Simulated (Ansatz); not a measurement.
# Au (Fm-3m) in Ansatz: notebook

The runs below take Au through band structure, with PBEsol.

All numbers are computed with Ansatz 0.2.0; they aren't measurements. Logs are shortened: lines on timing, memory, paths and dates and some standing lists are left out, and cuts for length are marked.

## (1) The structure

The structure is cubic, space group Fm-3m (No. 225). Conventional cell: a = 4.070 Å, b = 4.070 Å, c = 4.070 Å, α = 90.00°, β = 90.00°, γ = 90.00°. Around Au (site symmetry m-3m) lie 12 Au at 2.88 Å.

## (2) Band structure, PBEsol

The input, input.yaml:

```yaml
crystal:
  lattice:
    - [0.0, 2.035, 2.035]
    - [2.035, 0.0, 2.035]
    - [2.035, 2.035, 0.0]
  atoms:
    - { symbol: Au, position: [0.0, 0.0, 0.0] }
kpoints:
  mp_grid: { grid: [11, 11, 11] }
  band_path:
    path:
      - [0.0, 0.0, 0.0]
      - [0.5, 0.0, 0.5]
      - [0.5, 0.25, 0.75]
      - [0.375, 0.375, 0.75]
      - [0.0, 0.0, 0.0]
      - [0.5, 0.5, 0.5]
      - [0.625, 0.25, 0.625]
      - [0.5, 0.25, 0.75]
    npoints: 6
scf:
  occupations: { method: fermi_dirac, width: 0.05 }
hamiltonian:
  xc: pbesol
  pseudopotentials: { kind: all_electron, lapw: { basis_error: 0.001 } }
output:
  forces: true
  stress: true
  eigenvalues: true
```

Potentials or basis: all-electron LAPW, scalar-relativistic.

Command:

```console
$ ansatz run input.yaml --threads 1 --pin off --max-ram 3072MiB --backend cpu --events-out ev --progress --plain --runs-dir out
```

Output:

```text
Warning: RAYON_NUM_THREADS=1 ignored (pool sized by the plan → 1); use --threads N
LAPW: plane waves up to 8.090 Å⁻¹, error target 1.0e-3 eV per atom; small_component_spin mean_spin; Au in spheres of 1.439 Å, 43 of its electrons in bands, Dirac shells [] (how accurate: hamiltonian.pseudopotentials.lapw.basis_error, Limitations)
Engine: ansatz 0.2.0, aarch64-unknown-linux-gnu
Pseudopotentials: kind: all_electron
Pseudopotential: Au, LAPW, valence charge 43, lapw/all_electron/scalar/gaussian/Au, Koelling and Harmon's equation, gaussian nucleus
Functional definition: PBEsol
  exchange = pbesol_x
  correlation = pbesol_c
Crystal: 1 atoms, lattice volume = 16.855 Å³
Basis set: ecut = 249.32731642906114 eV, 169 PW (Γ), exchange–correlation at level 2
Bands: 26, of which v1, the nominal top of the filled ones, is band 22 counted from 1 (21 counted from 0)
Symmetry: 48 space group operations
Space group: Fm-3m (ITA 225), of the structure as read, at distance tolerance 2.6e-5 Å
k-points: 56 of 1331
Non-local potential: Au, projectors of the file, none
Initial density: superposition of atomic densities (chi_scale 0.1, normalization cell)
Initial wavefunctions: plane waves of lowest kinetic energy (no species holds an atomic orbital)
Functional: x = pbesol(κ = 0.804, μ = 0.12345679012345678), c = pbesol(β = 0.046)
iter 1 solved again at ethr=1.38e-4 eV; its pass at ethr=1.00e-1 eV (dr2=5.92e-2 eV) is discarded
SCF iter   1: F=—  HF=-517082.987612 eV  |F-HF|=—  |Δ(HF+E_count)|=         —  Δρ=2.50e-2  dr2=5.94e-2  ethr=1.38e-4  ⟨swp⟩=3.0  Hψ=9126  notcnv=0
preconditioner: auto → Kerker (q_TF=auto, 3.189 Å⁻¹)  [metal: Δε(μ)=0.028 eV  Ē_g=15.663 eV  σ=0.050 eV  W_gap=0.14  n_scr=14 (ndim 8)  ℏωp=30.0 eV  f_vac=0.042  D(μ)=0.42/eV (n_scr^D=0)]
iter 2 solved again at ethr=1.32e-5 eV; its pass at ethr=1.38e-4 eV (dr2=5.67e-3 eV) is discarded
SCF iter   2: F=—  HF=-517082.712981 eV  |F-HF|=—  |Δ(HF+E_count)|=   2.75e-1  Δρ=6.38e-3  dr2=5.67e-3  ethr=1.32e-5  ⟨swp⟩=2.0  Hψ=7500  notcnv=0
preconditioner: auto → none  [insulator: Δε(μ)=0.246 eV  Ē_g=16.172 eV  σ=0.050 eV  W_gap=0.83  n_scr=14 (ndim 8)  ℏωp=30.0 eV  f_vac=0.033  D(μ)=0.14/eV (n_scr^D=0)  ε∞_Penn≈4.4]
SCF iter   3: F=—  HF=-517082.688716 eV  |F-HF|=—  |Δ(HF+E_count)|=   2.43e-2  Δρ=5.00e-3  dr2=3.00e-3  ethr=1.32e-5  ⟨swp⟩=2.0  Hψ=4237  notcnv=0
SCF iter   4: F=—  HF=-517082.687340 eV  |F-HF|=—  |Δ(HF+E_count)|=   1.38e-3  Δρ=1.56e-3  dr2=3.03e-4  ethr=6.98e-6  ⟨swp⟩=2.0  Hψ=4178  notcnv=0
SCF iter   5: F=—  HF=-517082.687244 eV  |F-HF|=—  |Δ(HF+E_count)|=   9.61e-5  Δρ=1.94e-4  dr2=4.88e-6  ethr=7.05e-7  ⟨swp⟩=2.0  Hψ=4237  notcnv=0
SCF iter   6: F=-517082.687246 eV  HF=-517082.687246 eV  |F-HF|=7.22e-9  |Δ(HF+E_count)|=   1.77e-6  Δρ=7.90e-6  dr2=6.46e-9  ethr=1.14e-8  ⟨swp⟩=2.0  Hψ=4237  notcnv=0
SCF 1 converged in 6 iterations: F = -517082.687246 eV  dr2 = 6.46e-9
NSCF: frozen V_eff on 43 k-points
SCF converged after 6 iterations
Free energy (F): -517082.687246 eV
Harris-Foulkes:  -517082.687246 eV  (|F-HF|=7.22e-9)
Internal energy: -517082.685712 eV  (E = F + TS)
E sigma→0 (E₀):  -517082.686479 eV
Entropy (-TS):   -0.001534 eV (-1.534 meV/atom)
Fermi energy:    25.357457 eV
--- Per-component energies (eV) ---
  E_band       = -3835.111680
  E_kinetic    = 589302.336973
  E_xc         = -9771.645753
  E_electrostatic = -1096613.376932  (all electrons and nuclei)
  E_smearing   = -0.001534  (= −TS)
  E_closure    = 0.000000  (closes the sum)
  E_atoms      = -517078.755165  (free atoms, spherical and without spin; not in F)
  Σ components = -517082.687246   (vs F -517082.687246, Δ=0.00e0)
  Basis errors (estimates in eV, not in F): energy 1.9e-4 per atom: plane waves 1.7e-4 (1.3e-4 summed), levels above the bands 5.6e-155, relativity 3.7e-9, radial functions 1.6e-5, core shells 1.4e-8; eigenvalues (radial functions only) 9.6e-7; not estimated: angular momenta, meshes, grids; target (lapw.basis_error) 1.0e-3; muffin-tin radii Au 1.439 Å
--- Forces (eV/Å), atoms counted from 1 ---
  atom   1  Au     0.00000000    -0.00000000    -0.00000000
  max |Σ_I F_I| component: 4.62e-33 eV/Å
--- Stress (GPa, compression-positive) ---
        1.655819      -0.000000       0.000000
       -0.000000       1.655819       0.000000
        0.000000       0.000000       1.655819
  P = ⅓ Tr σ = 1.6558 GPa (16.558 kbar)
--- Band table (eV; the first three rows and the last of 56) ---
  k-point 0: bands = ["-297.2413", "-297.2413", "-297.2413", "-297.2286", "-297.2286", "-80.1723", "-53.2110", "-53.2010", "-53.2010", "-53.2010", "-53.1947", "-53.1947", "-53.1947", "-31.4619", "-31.4619", "-31.4619", "15.3086", "20.6188", "20.6188", "20.6188", "22.1831", "22.1831", "39.7561", "43.8139", "43.8139", "43.8139"]
  k-point 1: bands = ["-297.2413", "-297.2413", "-297.2413", "-297.2286", "-297.2286", "-80.1713", "-53.2110", "-53.2011", "-53.2011", "-53.2010", "-53.1948", "-53.1947", "-53.1947", "-31.4803", "-31.4647", "-31.4647", "15.5982", "20.5257", "20.7162", "20.7162", "22.1414", "22.1414", "40.0830", "42.2089", "44.1620", "44.1620"]
  k-point 2: bands = ["-297.2413", "-297.2413", "-297.2413", "-297.2286", "-297.2286", "-80.1687", "-53.2108", "-53.2013", "-53.2013", "-53.2010", "-53.1948", "-53.1946", "-53.1946", "-31.5296", "-31.4721", "-31.4721", "16.3934", "20.3714", "20.8922", "20.8922", "22.1438", "22.1438", "39.0693", "40.9209", "45.0194", "45.0194"]
  k-point 55: bands = ["-297.2413", "-297.2413", "-297.2413", "-297.2286", "-297.2286", "-80.1557", "-53.2103", "-53.2020", "-53.2020", "-53.2017", "-53.1944", "-53.1944", "-53.1944", "-31.6227", "-31.6103", "-31.5467", "19.2971", "19.8345", "20.4245", "22.0636", "23.6421", "29.5896", "31.2776", "32.2694", "35.4588", "46.5051"]
```

It took 9.5 s on 1 thread of Arm Neoverse V1, shared host; peak memory 0.27 GiB.

What came out:

* Free energy: -517082.6872 eV
* Pressure: 1.7 GPa
* Band gap along the path: none (metal or under the smearing width)

Levels at the corners of the path, in eV from the Fermi level:
| point | band 19 | band 20 | band 21 | band 22 | band 23 | band 24 |
| --- | --- | --- | --- | --- | --- | --- |
| Γ | -4.74 | -4.74 | -3.17 | -3.17 | 14.40 | 18.46 |
| X | -1.98 | -1.61 | -1.61 | 0.91 | 5.85 | 9.97 |
| W | -5.23 | -3.34 | -1.61 | 4.75 | 6.30 | 6.30 |
| K | -3.88 | -2.89 | -2.07 | 3.85 | 4.66 | 7.48 |
| Γ | -4.74 | -4.74 | -3.17 | -3.17 | 14.40 | 18.46 |
| L | -4.78 | -1.94 | -1.94 | -1.09 | 3.13 | 13.85 |
| U | -3.88 | -2.89 | -2.07 | 3.85 | 4.66 | 7.48 |
| W | -5.23 | -3.34 | -1.61 | 4.75 | 6.30 | 6.30 |

Caveat: spin-orbit coupling is left out, which moves the levels of the heavy elements.

## (3) Band structure, PBEsol

Edit input.yaml of step 2 so:

```diff
@@ -24,3 +24,6 @@
   xc: pbesol
-  pseudopotentials: { kind: all_electron, lapw: { basis_error: 0.001 } }
+  pseudopotentials:
+    kind: all_electron
+    lapw: { basis_error: 0.001 }
+    relativity: none
 output:
```

Potentials or basis: all-electron LAPW, non-relativistic.

Command:

```console
$ ansatz run input.yaml --threads 1 --pin off --max-ram 3072MiB --backend cpu --events-out ev --progress --plain --runs-dir out
```

Wall time 9.1 s (1 thread of Arm Neoverse V1, shared host); peak memory 0.26 GiB.

Results (log left out):

```
Free energy             : -486127.9193 eV
Pressure                : 28.7 GPa
Band gap along the path : none (metal or under the smearing width)
```

Levels at the corners of the path, in eV from the Fermi level:
| point | band 18 | band 19 | band 20 | band 21 | band 22 | band 23 | band 24 | band 25 |
| --- | --- | --- | --- | --- | --- | --- | --- | --- |
| Γ | -6.23 | -6.23 | -6.23 | -4.74 | -4.74 | 13.35 | 17.78 | 17.78 |
| X | -8.24 | -3.61 | -3.25 | -3.25 | 1.06 | 8.10 | 10.05 | 10.05 |
| W | -6.54 | -6.54 | -4.74 | -3.25 | 6.13 | 6.13 | 7.77 | 8.72 |
| K | -7.20 | -5.16 | -4.43 | -3.69 | 4.41 | 5.44 | 8.10 | 12.61 |
| Γ | -6.23 | -6.23 | -6.23 | -4.74 | -4.74 | 13.35 | 17.78 | 17.78 |
| L | -6.26 | -6.26 | -3.57 | -3.57 | -1.07 | 4.72 | 12.85 | 17.14 |
| U | -7.20 | -5.16 | -4.43 | -3.69 | 4.41 | 5.44 | 8.10 | 12.61 |
| W | -6.54 | -6.54 | -4.74 | -3.25 | 6.13 | 6.13 | 7.77 | 8.72 |

Caveat: a pressure of tens of GPa on the cell as given is suspect, and the run, the potentials or the cell itself is likely at fault; relativity is left out, which matters for the heavier elements; spin-orbit coupling is left out, which moves the levels of the heavy elements.

## (4) Band structure, PBEsol

Edit input.yaml of step 3 so:

```diff
@@ -24,6 +24,3 @@
   xc: pbesol
-  pseudopotentials:
-    kind: all_electron
-    lapw: { basis_error: 0.001 }
-    relativity: none
+  pseudopotentials: { kind: all_electron, datasets: crystal }
 output:
```

Potentials or basis: all-electron PAW datasets made for the crystal.

Command:

```console
$ ansatz run input.yaml --threads 1 --pin off --max-ram 3072MiB --backend cpu --events-out ev --progress --plain --runs-dir out
```

Wall time 7.2 s (1 thread of Arm Neoverse V1, shared host); peak memory 0.36 GiB.

It converged, with:

```yaml
Free_energy: -517082.6874 eV
Pressure: 1.7 GPa
Band_gap_along_the_path: none (metal or under the smearing width)
```

Levels at the corners of the path, in eV from the Fermi level:
```
point  band 3  band 4  band 5  band 6  band 7  band 8
    Γ   -4.74   -4.74   -3.17   -3.17   14.40   18.46
    X   -1.98   -1.61   -1.61    0.91    5.85    9.97
    W   -5.23   -3.34   -1.61    4.75    6.30    6.30
    K   -3.88   -2.89   -2.07    3.85    4.66    7.48
    Γ   -4.74   -4.74   -3.17   -3.17   14.40   18.46
    L   -4.78   -1.94   -1.94   -1.09    3.13   13.85
    U   -3.88   -2.89   -2.07    3.85    4.66    7.48
    W   -5.23   -3.34   -1.61    4.75    6.30    6.30
```

Caveat: spin-orbit coupling is left out, which moves the levels of the heavy elements.

## (5) Band structure, PBEsol

Edit input.yaml of step 4 so:

```diff
@@ -24,3 +24,6 @@
   xc: pbesol
-  pseudopotentials: { kind: all_electron, datasets: crystal }
+  pseudopotentials:
+    kind: all_electron
+    lapw: { basis_error: 0.001 }
+    dirac_shells: { Au: ["4p", "4d"] }
 output:
```

Potentials or basis: all-electron LAPW, inner shells corrected to Dirac's equation.

Command:

```console
$ ansatz run input.yaml --threads 1 --pin off --max-ram 3072MiB --backend cpu --events-out ev --progress --plain --runs-dir out
```

Output:

```text
Warning: RAYON_NUM_THREADS=1 ignored (pool sized by the plan → 1); use --threads N
LAPW: plane waves up to 8.090 Å⁻¹, error target 1.0e-3 eV per atom; small_component_spin mean_spin; Au in spheres of 1.439 Å, 43 of its electrons in bands, Dirac shells [2p, 3p, 4p, 3d, 4d] (how accurate: hamiltonian.pseudopotentials.lapw.basis_error, Limitations)
[... 2 set-up lines as earlier in the session ...]
Pseudopotential: Au, LAPW, valence charge 43, lapw/all_electron/scalar/gaussian/Au, Koelling and Harmon's equation with Dirac's for 2p 3p 4p 3d 4d, gaussian nucleus
[... 3 set-up lines as earlier in the session ...]
Crystal: 1 atoms, lattice volume = 16.855 Å³
Basis set: ecut = 249.34861267445888 eV, 169 PW (Γ), exchange–correlation at level 2
Bands: 26, of which v1, the nominal top of the filled ones, is band 22 counted from 1 (21 counted from 0)
[... 2 set-up lines as earlier in the session ...]
k-points: 56 of 1331
[... 4 set-up lines as earlier in the session ...]
iter 1 solved again at ethr=1.37e-4 eV; its pass at ethr=1.00e-1 eV (dr2=5.91e-2 eV) is discarded
SCF iter   1: F=—  HF=-518061.588038 eV  |F-HF|=—  |Δ(HF+E_count)|=         —  Δρ=2.50e-2  dr2=5.93e-2  ethr=1.37e-4  ⟨swp⟩=3.0  Hψ=9128  notcnv=0
preconditioner: auto → Kerker (q_TF=auto, 3.189 Å⁻¹)  [metal: Δε(μ)=0.028 eV  Ē_g=15.668 eV  σ=0.050 eV  W_gap=0.14  n_scr=14 (ndim 8)  ℏωp=30.0 eV  f_vac=0.042  D(μ)=0.42/eV (n_scr^D=0)]
iter 2 solved again at ethr=1.32e-5 eV; its pass at ethr=1.37e-4 eV (dr2=5.68e-3 eV) is discarded
SCF iter   2: F=—  HF=-518061.313954 eV  |F-HF|=—  |Δ(HF+E_count)|=   2.74e-1  Δρ=6.39e-3  dr2=5.68e-3  ethr=1.32e-5  ⟨swp⟩=2.0  Hψ=7500  notcnv=0
preconditioner: auto → none  [insulator: Δε(μ)=0.246 eV  Ē_g=16.176 eV  σ=0.050 eV  W_gap=0.83  n_scr=14 (ndim 8)  ℏωp=30.0 eV  f_vac=0.033  D(μ)=0.14/eV (n_scr^D=0)  ε∞_Penn≈4.4]
SCF iter   3: F=—  HF=-518061.289774 eV  |F-HF|=—  |Δ(HF+E_count)|=   2.42e-2  Δρ=5.00e-3  dr2=3.00e-3  ethr=1.32e-5  ⟨swp⟩=2.0  Hψ=4237  notcnv=0
SCF iter   4: F=—  HF=-518061.288401 eV  |F-HF|=—  |Δ(HF+E_count)|=   1.37e-3  Δρ=1.56e-3  dr2=3.04e-4  ethr=6.97e-6  ⟨swp⟩=2.0  Hψ=4179  notcnv=0
SCF iter   5: F=—  HF=-518061.288304 eV  |F-HF|=—  |Δ(HF+E_count)|=   9.63e-5  Δρ=1.94e-4  dr2=4.90e-6  ethr=7.07e-7  ⟨swp⟩=2.0  Hψ=4237  notcnv=0
SCF iter   6: F=-518061.288306 eV  HF=-518061.288306 eV  |F-HF|=6.93e-9  |Δ(HF+E_count)|=   1.77e-6  Δρ=7.94e-6  dr2=6.53e-9  ethr=1.14e-8  ⟨swp⟩=2.0  Hψ=4237  notcnv=0
SCF 1 converged in 6 iterations: F = -518061.288306 eV  dr2 = 6.53e-9
NSCF: frozen V_eff on 43 k-points
SCF converged after 6 iterations
Free energy (F): -518061.288306 eV
Harris-Foulkes:  -518061.288306 eV  (|F-HF|=6.93e-9)
Internal energy: -518061.286773 eV  (E = F + TS)
E sigma→0 (E₀):  -518061.287540 eV
Entropy (-TS):   -0.001533 eV (-1.533 meV/atom)
Fermi energy:    25.370967 eV
--- Per-component energies (eV) ---
  E_band       = -3830.617277
  E_kinetic    = 594668.641448
  E_xc         = -9801.501327
  E_electrostatic = -1102928.426895  (all electrons and nuclei)
  E_smearing   = -0.001533  (= −TS)
  E_closure    = -0.000000  (closes the sum)
  E_atoms      = -518057.360214  (free atoms, spherical and without spin; not in F)
  Σ components = -518061.288306   (vs F -518061.288306, Δ=0.00e0)
  Basis errors (estimates in eV, not in F): energy 1.9e-4 per atom: plane waves 1.7e-4 (1.3e-4 summed), levels above the bands 6.0e-155, relativity 8.9e-8, radial functions 1.6e-5, core shells 1.5e-8; eigenvalues (radial functions only) 9.6e-7; not estimated: angular momenta, meshes, grids; target (lapw.basis_error) 1.0e-3; muffin-tin radii Au 1.439 Å
--- Forces (eV/Å), atoms counted from 1 ---
  atom   1  Au    -0.00000000     0.00000000    -0.00000000
  max |Σ_I F_I| component: 5.96e-32 eV/Å
--- Stress (GPa, compression-positive) ---
        1.785908      -0.000000       0.000000
       -0.000000       1.785908      -0.000000
        0.000000      -0.000000       1.785908
  P = ⅓ Tr σ = 1.7859 GPa (17.859 kbar)
--- Band table (eV; the first three rows and the last of 56) ---
  k-point 0: bands = ["-296.9291", "-296.9291", "-296.9291", "-296.9164", "-296.9164", "-80.1196", "-53.1484", "-53.1383", "-53.1383", "-53.1383", "-53.1321", "-53.1321", "-53.1321", "-31.4142", "-31.4142", "-31.4142", "15.3201", "20.6275", "20.6275", "20.6275", "22.1928", "22.1928", "39.7618", "43.8228", "43.8228", "43.8228"]
  k-point 1: bands = ["-296.9291", "-296.9291", "-296.9291", "-296.9164", "-296.9164", "-80.1186", "-53.1483", "-53.1384", "-53.1384", "-53.1383", "-53.1321", "-53.1321", "-53.1321", "-31.4328", "-31.4170", "-31.4170", "15.6098", "20.5344", "20.7249", "20.7249", "22.1511", "22.1511", "40.0892", "42.2188", "44.1716", "44.1716"]
  k-point 2: bands = ["-296.9291", "-296.9291", "-296.9291", "-296.9164", "-296.9164", "-80.1159", "-53.1482", "-53.1387", "-53.1387", "-53.1383", "-53.1322", "-53.1320", "-53.1320", "-31.4822", "-31.4245", "-31.4245", "16.4051", "20.3802", "20.9011", "20.9011", "22.1534", "22.1534", "39.0824", "40.9274", "45.0313", "45.0313"]
  k-point 55: bands = ["-296.9291", "-296.9291", "-296.9291", "-296.9164", "-296.9164", "-80.1029", "-53.1477", "-53.1394", "-53.1393", "-53.1390", "-53.1318", "-53.1318", "-53.1317", "-31.5756", "-31.5632", "-31.4994", "19.3055", "19.8434", "20.4338", "22.0733", "23.6530", "29.6053", "31.2932", "32.2852", "35.4740", "46.5156"]
```

bands.tsv:

```text
[... 55 lines left out ...]
7.236067	-322.300069	-322.300069	-322.300069	-322.287413	-322.287413	-105.473772	-78.518630	-78.510349	-78.510288	-78.510037	-78.502773	-78.502770	-78.502722	-56.947615	-56.931943	-56.874168	-6.085522	-5.495760	-4.961116	-3.310019	-1.634455	4.637103	5.818258	6.828845	9.611997	21.838187
7.327035	-322.300069	-322.300069	-322.300069	-322.287413	-322.287413	-105.473740	-78.518629	-78.510316	-78.510316	-78.510046	-78.502765	-78.502765	-78.502733	-56.939589	-56.939589	-56.875299	-6.064037	-5.236180	-5.236180	-3.346456	-1.611401	4.752269	6.299366	6.299366	9.465170	22.553788
```

It took 9.8 s on 1 thread of Arm Neoverse V1, shared host; peak memory 0.27 GiB.

What came out:

```
Free energy             : -518061.2883 eV
Pressure                : 1.8 GPa
Band gap along the path : none (metal or under the smearing width)
```

Levels at the corners of the path, in eV from the Fermi level:
```csv
point,band 19,band 20,band 21,band 22,band 23,band 24
Γ,-4.74,-4.74,-3.18,-3.18,14.39,18.45
X,-1.99,-1.61,-1.61,0.91,5.85,9.97
W,-5.24,-3.35,-1.61,4.75,6.30,6.30
K,-3.89,-2.89,-2.08,3.85,4.67,7.48
Γ,-4.74,-4.74,-3.18,-3.18,14.39,18.45
L,-4.78,-1.94,-1.94,-1.09,3.13,13.85
U,-3.89,-2.89,-2.08,3.85,4.67,7.48
W,-5.24,-3.35,-1.61,4.75,6.30,6.30
```

Caveat: spin-orbit coupling is left out, which moves the levels of the heavy elements.

## (6) Summary

| potentials or basis | cutoff (eV) | basis error allowed | pressure (GPa) |
| --- | --- | --- | --- |
| all-electron LAPW, scalar-relativistic | 249 | 0.001 eV/atom | 1.7 |
| all-electron LAPW, non-relativistic | 250 | 0.001 eV/atom | 28.7 |
| all-electron PAW datasets made for the crystal | 260 | - | 1.7 |
| all-electron LAPW, inner shells corrected to Dirac's equation | 249 | 0.001 eV/atom | 1.8 |

Alike in all rows: task band structure; level PBEsol; no spin polarisation; cell as given; k mesh 11 × 11 × 11; smearing fermi-dirac 0.05 eV.

Caveats: spin-orbit coupling is left out, which moves the levels of the heavy elements; a pressure of tens of GPa on the cell as given is suspect, and the run, the potentials or the cell itself is likely at fault (some runs); relativity is left out, which matters for the heavier elements (some runs).

Compare energies only between runs with the same functional and basis.
